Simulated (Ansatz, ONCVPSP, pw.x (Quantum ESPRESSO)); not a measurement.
What a changed setting does to a pw.x run (bcc Pt)

Potential: optimised norm-conserving Vanderbilt (ONCV), ONCVPSP 4.0.1.1 (patched build), PBE; core [Kr] 4d10 4f14, reference 5s2 5p6 5d9 6s1; waves: 5s+6s: rc 1.40 bohr, ncon 4, nbas 9, qcut 9.3 1/bohr, 2 projectors; 5p: rc 1.65 bohr, ncon 4, nbas 9, qcut 8.6 1/bohr, 2 projectors, debl 3.6 Ha; 5d: rc 2.35 bohr, ncon 4, nbas 8, qcut 6 1/bohr, 2 projectors, debl 3.3 Ha; local part: polynomial inside 1.25 bohr (lpopt 5, dvloc0 0 Ha); core correction: none.

The reference run (k-mesh 15³, cutoffs 85/340 Ry, Fermi–Dirac 0.01 Ry, mixing_beta 0.4, conv_thr 1e-9, no spin) gives -1.77 GPa at 15.859 Å³/atom, where all-electron LAPW gives -0.19 GPa. This run, with its own iteration cap, changes mixing_ndim to 16.

```
&control
  calculation='scf', prefix='x', pseudo_dir='./', outdir='./tmp', tstress=.true., disk_io='none'
/
&system
  ibrav=0, nat=1, ntyp=1, ecutwfc=85, ecutrho=340, nbnd=17,
  occupations='smearing', smearing='fd', degauss=0.01
/
&electrons
  conv_thr=1e-09, mixing_beta=0.4, electron_maxstep=50, mixing_ndim=16
/
ATOMIC_SPECIES
Pt 1.0 Pt.UPF
CELL_PARAMETERS angstrom
  -1.58272430 1.58272430 1.58272430
  1.58272430 -1.58272430 1.58272430
  1.58272430 1.58272430 -1.58272430
ATOMIC_POSITIONS crystal
Pt 0.0000 0.0000 0.0000
K_POINTS automatic
15 15 15 0 0 0
```

```bash
pw.x < Pt.scf.in > Pt.scf.out
```

Problem. How does the run end?

Solution. It converges in 8 iterations; the free energy moves by +0.0 meV/atom and the pressure by +0.00 GPa. The result is that of the reference run.

```
Message from routine setup:
     using ibrav=0 with symmetry is DISCOURAGED, use correct ibrav instead
     lattice parameter (alat)  =       5.1804  a.u.
     unit-cell volume          =     107.0218 (a.u.)^3
     number of electrons       =        18.00
     number of Kohn-Sham states=           17
     kinetic-energy cutoff     =      85.0000  Ry
     charge density cutoff     =     340.0000  Ry
     scf convergence threshold =      1.0E-09
     Exchange-correlation= PBE
     number of k points=   120  Fermi-Dirac smearing, width (Ry)=  0.0100
     iteration #  1     ecut=    85.00 Ry     beta= 0.40
     total energy              =    -239.19909029 Ry
     estimated scf accuracy    <       0.07329174 Ry
     iteration #  2     ecut=    85.00 Ry     beta= 0.40
     total energy              =    -239.20790379 Ry
     estimated scf accuracy    <       0.00345431 Ry
     iteration #  3     ecut=    85.00 Ry     beta= 0.40
     total energy              =    -239.20807640 Ry
     estimated scf accuracy    <       0.00062891 Ry
     [... 2 iterations left out ...]
     iteration #  6     ecut=    85.00 Ry     beta= 0.40
     total energy              =    -239.20811575 Ry
     estimated scf accuracy    <       0.00000005 Ry
     iteration #  7     ecut=    85.00 Ry     beta= 0.40
     total energy              =    -239.20811575 Ry
     estimated scf accuracy    <          1.9E-09 Ry
     iteration #  8     ecut=    85.00 Ry     beta= 0.40
     the Fermi energy is    22.0846 ev
!    total energy              =    -239.20811575 Ry
     estimated scf accuracy    <          8.0E-11 Ry
     smearing contrib. (-TS)   =      -0.00442239 Ry
     The total energy is F=E-TS. E is the sum of the following terms:
     one-electron contribution =     -57.50879505 Ry
     hartree contribution      =      38.49033594 Ry
     xc contribution           =     -23.06972660 Ry
     ewald contribution        =    -197.11550766 Ry
     convergence has been achieved in   8 iterations
          total   stress  (Ry/bohr**3)                   (kbar)     P=      -17.69
     Message from routine punch:
     Nothing written, as per user request (disk_io='none')
```

The run took about 32 s on one core of a shared host (AMD EPYC 7R43 64-Core Processor, 256 threads, 1004 GiB, load 124).
